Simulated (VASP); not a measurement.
# ZnS, band structure: which settings are enough?

ZnS, F-43m (no. 216), 2 atoms in the cell. PBE; PAW potentials Zn, S (PBE set). VASP 6.6.1.

Wanted: band energies at the path's corners within 0.1 eV; smallest gap over path and mesh within 0.05 eV.

What the run is for: bands; Accuracy asked: screening; Route: fixed density (ICHARG 11).

Band energies at the path's corners: counted from the valence top.

POSCAR:
```
ZnS
1.0
    0.0000000000      2.7020000000      2.7020000000
    2.7020000000      0.0000000000      2.7020000000
    2.7020000000      2.7020000000      0.0000000000
Zn S
1 1
Direct
    0.7500000000      0.7500000000      0.7500000000
    0.0000000000      0.0000000000      0.0000000000
```

The series start from Plane-wave cutoff (eV): 320; k-point mesh: 6 × 6 × 6; k points a path segment: 12; Electronic threshold (eV): 1e-6; Precision mode (PREC): Accurate; Bands in all (NBANDS): 21; Aspherical gradient terms in the spheres (LASPH): yes. Each series keeps the choices made before it, and each single choice may use up half of a tolerance. Times cover all steps of a run.

## Plane-wave cutoff (eV)

| Plane-wave cutoff (eV) | Band energies at the path's corners, largest deviation (eV) | Smallest gap over path and mesh (eV) | Time (s) |
|---|---|---|---|
| 220 | 0.10 | 2.133 | 11 |
| 280 | 0.01 | 2.106 | 13 |
| 320 | 0.01 | 2.108 | 15 |
| 360 | 0.00 | 2.110 | 15 |
| 440 | 0.00 | 2.113 | 29 |
| 550 (reference) | 0.00 | 2.114 | 45 |

Chosen: 280, the loosest value from which every tighter one stays within half of the tolerance.

## k-point mesh

| k-point mesh | Band energies at the path's corners, largest deviation (eV) | Smallest gap over path and mesh (eV) | Time (s) |
|---|---|---|---|
| 3 × 3 × 3 | 0.06 | 2.074 | 12 |
| 4 × 4 × 4 | 0.02 | 2.097 | 13 |
| 5 × 5 × 5 | 0.01 | 2.104 | 13 |
| 6 × 6 × 6 | 0.00 | 2.106 | 13 |
| 7 × 7 × 7 | 0.00 | 2.106 | 14 |
| 9 × 9 × 9 (reference) | 0.00 | 2.106 | 16 |

Chosen: 4 × 4 × 4.

## Electronic threshold (eV)

| Electronic threshold (eV) | Band energies at the path's corners, largest deviation (eV) | Smallest gap over path and mesh (eV) | Time (s) |
|---|---|---|---|
| 0.001 | 0.02 | 2.068 | 6.8 |
| 0.0001 | 0.00 | 2.097 | 7.2 |
| 1e-5 | 0.00 | 2.097 | 7.3 |
| 1e-6 | 0.00 | 2.097 | 7.3 |
| 1e-7 (reference) | 0.00 | 2.097 | 8.0 |

Chosen: 0.0001.

## Precision mode (PREC)

| Precision mode (PREC) | Band energies at the path's corners, largest deviation (eV) | Smallest gap over path and mesh (eV) | Time (s) |
|---|---|---|---|
| SingleN | 0.01 | 2.101 | 4.4 |
| Normal | 0.00 | 2.097 | 4.5 |
| Accurate (reference) | 0.00 | 2.097 | 7.2 |

Chosen: SingleN.

## Bands in all (NBANDS)

| Bands in all (NBANDS) | Band energies at the path's corners, largest deviation (eV) | Smallest gap over path and mesh (eV) | Time (s) |
|---|---|---|---|
| 11 | 0.00 | 2.092 | 3.2 |
| 12 | 0.00 | 2.093 | 3.2 |
| 13 | 0.00 | 2.100 | 3.5 |
| 15 | 0.00 | 2.100 | 3.7 |
| 21 | 0.00 | 2.101 | 4.4 |
| 31 (reference) | 0.00 | 2.094 | 5.2 |

Chosen: 11.

## Aspherical gradient terms in the spheres (LASPH)

| Aspherical gradient terms in the spheres (LASPH) | Band energies at the path's corners, largest deviation (eV) | Smallest gap over path and mesh (eV) | Time (s) |
|---|---|---|---|
| no | 0.00 | 2.092 | 2.4 |
| yes (reference) | 0.00 | 2.092 | 3.2 |

Chosen: no.

Also changed on the way, by series that aren't shown: k points a path segment: 5.

## All choices together

| Input | Band energies at the path's corners, largest deviation (eV) | Smallest gap over path and mesh (eV) | Time (s) |
|---|---|---|---|
| the program's defaults (naive) | 0.01 | 2.104 | 6.0 |
| chosen settings | 0.02 | 2.092 | 2.4 |
| reference settings throughout | 0.00 | 2.115 | 157 |

The tolerance is met.

## The input

INCAR.step1:
```
SYSTEM = ZnS
GGA = PE
ISMEAR = 0
SIGMA = 0.03
LWAVE = .FALSE.
LCHARG = .TRUE.
NBANDS = 11
PREC = SingleN
LASPH = .FALSE.
LREAL = .FALSE.
ALGO = Normal
EDIFF = 1E-4
NELM = 120
GGA_COMPAT = .FALSE.
ENCUT = 280
EFERMI = MIDGAP
```

INCAR.step2, as INCAR.step1 but for:
```
- LCHARG = .TRUE.
+ LCHARG = .FALSE.
+ ICHARG = 11
```

KPOINTS.step1:
```
Automatic mesh
0
Gamma
  4 4 4
  0 0 0
```

KPOINTS.step2:
```
path GXWKGLUWLK,UX
5
line-mode
reciprocal
 0.0000000000  0.0000000000  0.0000000000  G
 0.5000000000  0.0000000000  0.5000000000  X

 0.5000000000  0.0000000000  0.5000000000  X
 0.5000000000  0.2500000000  0.7500000000  W

 0.5000000000  0.2500000000  0.7500000000  W
 0.3750000000  0.3750000000  0.7500000000  K

 0.3750000000  0.3750000000  0.7500000000  K
 0.0000000000  0.0000000000  0.0000000000  G

 0.0000000000  0.0000000000  0.0000000000  G
 0.5000000000  0.5000000000  0.5000000000  L

 0.5000000000  0.5000000000  0.5000000000  L
 0.6250000000  0.2500000000  0.6250000000  U

 0.6250000000  0.2500000000  0.6250000000  U
 0.5000000000  0.2500000000  0.7500000000  W

 0.5000000000  0.2500000000  0.7500000000  W
 0.5000000000  0.5000000000  0.5000000000  L

 0.5000000000  0.5000000000  0.5000000000  L
 0.3750000000  0.3750000000  0.7500000000  K

 0.6250000000  0.2500000000  0.6250000000  U
 0.5000000000  0.0000000000  0.5000000000  X
```

Commands (each step's output is kept before the next begins):
```
cat potpaw_PBE.64/Zn/POTCAR potpaw_PBE.64/S/POTCAR > POTCAR
cp INCAR.step1 INCAR
cp KPOINTS.step1 KPOINTS
mpirun -np 1 vasp_std > vasp.out
cp INCAR.step2 INCAR
cp KPOINTS.step2 KPOINTS
mpirun -np 1 vasp_std > vasp.out
```

The naive input happens to agree within the tolerance here, in 6.0 s.

Limits: PBE gaps are mostly well below measured ones.

The chosen input took VASP 6.6.1 2.4 s on 1 core (Intel Xeon Platinum 8488C (Sapphire Rapids)), a shared host.

## An input that fails: fixed density asked without a density file

VASP's message: ERROR: charge density could not be read from file CHGCAR for ICHARG>10.

Changes against the starting input:
```
- LCHARG = True
- NELM = 120
+ LCHARG = False
+ NELM = 91
+ ICHARG = 11
```
